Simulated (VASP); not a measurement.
# TiN (Fm-3m) in VASP: single point with LDA

Aim: the single point of TiN with LDA.

Program: VASP 6.6.1. These are calculated values, not measurements. Logs are shortened: lines on timing, memory, paths and dates and some standing lists are left out, and cuts for length are marked.

**1. The crystal as given**

It takes space group Fm-3m (No. 225, cubic). Conventional cell: a = 4.176 Å, b = 4.176 Å, c = 4.176 Å, α = 90.00°, β = 90.00°, γ = 90.00°. Around Ti (site symmetry m-3m) lie 6 N at 2.09 Å. Around N (site symmetry m-3m) lie 6 Ti at 2.09 Å.

**2. Single point, LDA**

Contents of INCAR:

```
SYSTEM = TiN
ALGO     = Normal         ! electronic algorithm
EDIFF    = 1E-6           ! SCF threshold, eV
ENCUT    = 520            ! plane-wave cutoff, eV
GGA      = CA             ! functional
ICORELEVEL= 1            
ISIF     = 2              ! what is computed and relaxed
ISMEAR   = 1              ! smearing method
LASPH    = .TRUE.         ! aspherical terms in the spheres
LCHARG   = .FALSE.        ! write CHGCAR
LREAL    = .FALSE.        ! projectors in reciprocal space
LWAVE    = .FALSE.        ! write WAVECAR
NBANDS   = 16             ! bands
NELM     = 80             ! most SCF steps
PREC     = Accurate       ! precision mode
SIGMA    = 0.1            ! smearing width, eV
```

Contents of KPOINTS:

```
k-points
0
G
  13 13 26
  0 0 0
```

Contents of POSCAR:

```
TiN
1.0
    2.9527421500      0.0000000000      0.0000000000
    0.0000000000      2.9527421500      0.0000000000
    1.4763710800      1.4763710800      2.0879040000
Ti N
1 1
Direct
    0.0000000000      0.0000000000      0.0000000000
    0.5000000000      0.5000000000      0.0000000000
```

Potentials or basis: VASP PAW LDA potentials, release 64 (Ti_sv, N).

Launch:

```bash
$ cat potpaw_LDA.64/Ti_sv/POTCAR potpaw_LDA.64/N/POTCAR > POTCAR
$ mpirun -np 1 vasp_std > vasp.out
```

OUTCAR:

```text
SYSTEM = TiN
   EDIFF = 1E-6
   ENCUT = 520
   GGA = CA
   ISIF = 2
   ISMEAR = 1
   LASPH = .TRUE.
   LREAL = .FALSE.
   NELM = 80
   PREC = Accurate

 ion  position               nearest neighbor table
   1  0.000  0.000  0.000-   2 2.09   2 2.09   2 2.09   2 2.09   2 2.09   2 2.09
   2  0.500  0.500  0.000-   1 2.09   1 2.09   1 2.09   1 2.09   1 2.09   1 2.09

  LATTYP: Found a face centered cubic cell.
 ALAT       =     4.1758080044

  Lattice vectors:

 A1 = (   1.4763710800,   1.4763710800,   2.0879040000)
 A2 = (   1.4763710800,  -1.4763710700,   2.0879040000)
 A3 = (   2.9527421500,   0.0000000000,   0.0000000000)

Analysis of symmetry for initial positions (statically):
=====================================================================
 Subroutine PRICEL returns:
 Original cell was already a primitive cell.

 Routine SETGRP: Setting up the symmetry group for a
 face centered cubic supercell.

 Subroutine GETGRP returns: Found 48 space group operations
 (whereof 48 operations were pure point group operations)
 out of a pool of 48 trial point group operations.

The static configuration has the point symmetry O_h .

Analysis of symmetry for dynamics (positions and initial velocities):
=====================================================================
 Subroutine PRICEL returns:
 Original cell was already a primitive cell.

 Routine SETGRP: Setting up the symmetry group for a
 face centered cubic supercell.

 Subroutine GETGRP returns: Found 48 space group operations
 (whereof 48 operations were pure point group operations)
 out of a pool of 48 trial point group operations.

The dynamic configuration has the point symmetry O_h .

 Subroutine INISYM returns: Found 48 space group operations
 (whereof 48 operations are pure point group operations),
 and found     1 'primitive' translations

----------------------------------------------------------------------------------------

                                     Primitive cell

  volume of cell :      18.2038

  direct lattice vectors                    reciprocal lattice vectors
     2.952742150  0.000000000  0.000000000     0.338668244  0.000000000 -0.239474613
     0.000000000  2.952742150  0.000000000     0.000000000  0.338668244 -0.239474613
     1.476371080  1.476371080  2.087904000     0.000000000  0.000000000  0.478949224

  length of vectors
     2.952742150  2.952742150  2.952742157     0.414782196  0.414782196  0.478949224

  position of ions in fractional coordinates (direct lattice)
     0.000000000  0.000000000  0.000000000
     0.500000000  0.500000000  0.000000000

  ion indices of the primitive-cell ions
   primitive index   ion index
                 1           1
                 2           2

----------------------------------------------------------------------------------------

 KPOINTS: k-points

Automatic generation of k-mesh.
 Grid dimensions read from file:
 generate k-points for:   13   13   26

 Generating k-lattice:

  Cartesian coordinates                     Fractional coordinates (reciprocal lattice)
     0.026051403  0.000000000 -0.018421124     0.076923077  0.000000000  0.000000000
     0.000000000  0.026051403 -0.018421124     0.000000000  0.076923077  0.000000000
     0.000000000  0.000000000  0.018421124     0.000000000  0.000000000  0.038461538

  Length of vectors
     0.031906323  0.031906323  0.018421124

  Shift w.r.t. Gamma in fractional coordinates (k-lattice)
     0.000000000  0.000000000  0.000000000

 -----------------------------------------------------------------------------
|                                                                             |
|           W    W    AA    RRRRR   N    N  II  N    N   GGGG   !!!           |
|           W    W   A  A   R    R  NN   N  II  NN   N  G    G  !!!           |
|           W    W  A    A  R    R  N N  N  II  N N  N  G       !!!           |
|           W WW W  AAAAAA  RRRRR   N  N N  II  N  N N  G  GGG   !            |
|           WW  WW  A    A  R   R   N   NN  II  N   NN  G    G                |
|           W    W  A    A  R    R  N    N  II  N    N   GGGG   !!!           |
|                                                                             |
|     Your reciprocal lattice and k-lattice belong to different lattice       |
|     classes:                                                                |
|                                                                             |
|        The reciprocal lattice is body-centered cubic,                       |
|        whereas your k-lattice is simple tetragonal.                         |
|                                                                             |
|     Results are often still useful ...                                      |
|                                                                             |
 -----------------------------------------------------------------------------

 WARNING: IBZKPT: internal override: KBLOWUP is changed to .FALSE.
      ... skipping the blow-up phase ...

 Subroutine IBZKPT returns following result:
 ===========================================

 Found    280 irreducible k-points:

 Following reciprocal coordinates:
            Coordinates               Weight
  0.000000  0.000000  0.000000      1.000000
  0.076923  0.000000 -0.000000      8.000000
  0.153846  0.000000 -0.000000      8.000000
  0.230769  0.000000 -0.000000      8.000000
  0.307692  0.000000 -0.000000      8.000000
  0.384615  0.000000 -0.000000      8.000000
[... 16 lines left out ...]
  0.384615  0.153846 -0.000000     24.000000
  0.461538  0.153846 -0.000000     24.000000
 [... further k-points ...]
   k-points           NKPTS =    280   k-points in BZ     NKDIM =    280   number of bands    NBANDS=     16
   number of dos      NEDOS =    301   number of ions     NIONS =      2
   total plane-waves  NPLWV =  13824
   dimension x,y,z NGX =    24 NGY =   24 NGZ =   24
   dimension x,y,z NGXF=    48 NGYF=   48 NGZF=   48
   ions per type =               1   1
   NGX,Y,Z   is equivalent  to a cutoff of  13.51, 13.51, 13.51 a.u.
   NGXF,Y,Z  is equivalent  to a cutoff of  27.03, 27.03, 27.03 a.u.
 SYSTEM =  TiN
   PREC   = accura    normal or accurate (medium, high low for compatibility)
   ISTART =      0    job   : 0-new  1-cont  2-samecut
   ICHARG =      2    charge: 1-file 2-atom 10-const
   ISPIN  =      1    spin polarized calculation?
   LNONCOLLINEAR =      F non collinear calculations
   LSORBIT =      F    spin-orbit coupling
   LASPH  =      T    aspherical Exc in radial PAW
   ENCUT  =  520.0 eV  38.22 Ry    6.18 a.u.   5.49  5.49  5.49*2*pi/ulx,y,z
   NELM   =     80;   NELMIN=  2; NELMDL= -5     # of ELM steps
   EDIFF  = 0.1E-05   stopping-criterion for ELM
   LREAL  =      F    real-space projection
   EDIFFG = 0.1E-04   stopping-criterion for IOM
   NSW    =      0    number of steps for IOM
   IBRION =     -1    ionic relax: 0-MD 1-quasi-New 2-CG
   NFREE  =      0    steps in history (QN), initial steepest desc. (CG)
   ISIF   =      2    stress and relaxation
   ISYM   =      2    0-nonsym 1-usesym 2-fastsym
   POTIM  = 0.5000    time-step for ionic-motion
   TEBEG  =    0.0;   TEEND  =   0.0 temperature during run
   PSTRESS=    0.0 pullay stress
   NELECT =      17.0000    total number of electrons
   NUPDOWN=      -1.0000    fix difference up-down
   EMIN   =  10.00;   EMAX   =-10.00  energy-range for DOS
   EFERMI =   0.00;   METHOD = LEGACY
   ISMEAR =     1;   SIGMA  =   0.10  broadening in eV -4-tet -1-fermi 0-gaus
   EFERMI_NEDOS =   21; number of points for ismear=-14 and -15
   IALGO  =     38    algorithm
   IMIX   =      4    mixing-type and parameters
     AMIX     =   0.40;   BMIX     =  1.00
     AMIX_MAG =   1.60;   BMIX_MAG =  1.00
  volume/ion in A,a.u.               =       9.10        61.42
  Fermi-wavevector in a.u.,A,eV,Ry     =   1.600187  3.023914 34.839037  2.560597
  Thomas-Fermi vector in A             =   2.697362
   LORBIT       =      0    0 simple, 1 ext, 2 COOP (PROOUT), +10 PAW based schemes
   GGA     = CA    functional components
   LHFCALC =     F    Hartree Fock is set to
   AEXX    =    0.0000 exact exchange contribution
   IVDW    =     0    specifies the selected vdW correction
   LEPSILON=     F    determine dielectric tensor
   LRPA    =     F    only Hartree local field effects (RPA)
 non-spin polarized calculation
 Methfessel and Paxton  Order N= 1 SIGMA  =   0.10
  energy-cutoff  :      520.00
  volume of cell :       18.20
 maximum number of plane-waves:       531
 NGX is ok and might be reduce to    24
   NGX = 11   NGY = 11   NGZ = 11

 number of electron      16.9999996 magnetization

 Free energy of the ion-electron system (eV)
  ---------------------------------------------------
  ext. energy  EPLUGINS =         0.00000000
  ---------------------------------------------------
  free energy    TOTEN  =       -21.67335112 eV

  energy without entropy =      -21.67335721  energy(sigma->0) =      -21.67335315

 the core state eigenenergies are
   1-  1s  -4827.5668  2s   -517.7655  2p   -426.7143
   2-  1s   -361.7930

 E-fermi :  11.8570     XC(G=0): -13.6308

 val. band max:       11.7809861016   @ k =  -0.0769   0.0000   0.0385
 cond. band min:      11.8576511698   @ k =   0.1538   0.1538  -0.0000
 fundamental gap:      0.0766650682
 Fermi energy:        11.8569839902

 k-point     1 :       0.0000    0.0000    0.0000
  band No.  band energies     occupation
      1     -45.2499      2.00000
      2     -21.5679      2.00000
      3     -21.5679      2.00000
      4     -21.5679      2.00000
      5      -5.2911      2.00000
      6       9.7669      2.00000
[... 8 lines left out ...]
     15      25.1480      0.00000
     16      32.2647      0.00000

 k-point     2 :       0.0769    0.0000   -0.0000
  band No.  band energies     occupation
      1     -45.2427      2.00000
      2     -21.6161      2.00000
      3     -21.5718      2.00000
      4     -21.5718      2.00000
      5      -5.1638      2.00000
      6       9.0958      2.00000
[... 8 lines left out ...]
     15      25.2702      0.00000
     16      32.0822      0.00000
[... 229 lines left out ...]
 k-point    15 :      -0.3846    0.0769    0.0000
  band No.  band energies     occupation
      1     -45.1426      2.00000
      2     -22.2121      2.00000
      3     -21.6448      2.00000
      4     -21.6357      2.00000
      5      -3.2079      2.00000
      6       4.5130      2.00000
[... 8 lines left out ...]
     15      25.4001      0.00000
     16      27.8817      0.00000

 k-point    16 :      -0.3077    0.0769    0.0000
  band No.  band energies     occupation
      1     -45.1695      2.00000
      2     -22.0530      2.00000

------------------------ aborting loop because EDIFF is reached ----------------------------------------

  FORCE on cell =-STRESS in cart. coord.  units (eV):
  Direction    XX          YY          ZZ          XY          YZ          ZX
  --------------------------------------------------------------------------------------
  -------------------------------------------------------------------------------------
  Total        0.0050263      0.0050263      0.0050263      0.0000000      0.0000000      0.0000000
  in kB        0.4423789      0.4423789      0.4423789      0.0000000      0.0000000      0.0000000
  external PRESSURE =       0.4423789 kB  Pullay stress =       0.0000000 kB

 VOLUME and BASIS-vectors are now :
 -----------------------------------------------------------------------------
  energy-cutoff  :      520.00
  volume of cell :       18.20
      direct lattice vectors                 reciprocal lattice vectors
     2.952742150  0.000000000  0.000000000     0.338668244  0.000000000 -0.239474613
     0.000000000  2.952742150  0.000000000     0.000000000  0.338668244 -0.239474613
     1.476371080  1.476371080  2.087904000     0.000000000  0.000000000  0.478949224

 POSITION                                       TOTAL-FORCE (eV/Angst)
 -----------------------------------------------------------------------------------
      0.00000      0.00000      0.00000        -0.000000      0.000000      0.000000
      1.47637      1.47637      0.00000         0.000000     -0.000000      0.000000
 -----------------------------------------------------------------------------------
    total drift:                               -0.000000     -0.000000     -0.000000

  FREE ENERGIE OF THE ION-ELECTRON SYSTEM (eV)
  ---------------------------------------------------
  free  energy   TOTEN  =       -21.6733511195 eV

  energy  without entropy=      -21.6733572068  energy(sigma->0) =      -21.67335315
```

Run time: 42 s. Hardware: 1 thread of Intel Xeon Platinum 8488C (Sapphire Rapids), shared host; peak memory 0.19 GiB.

Results:

- Free energy: -21.6734 eV
- Pressure: 0.0 GPa
- Band gap on the k mesh: none (metal or under the smearing width)

Core levels (eV, on the scale of the bands):
```tsv
atom	levels
1 Ti	1s -4827.6, 2s -517.8, 2p -426.7
2 N	1s -361.8
```
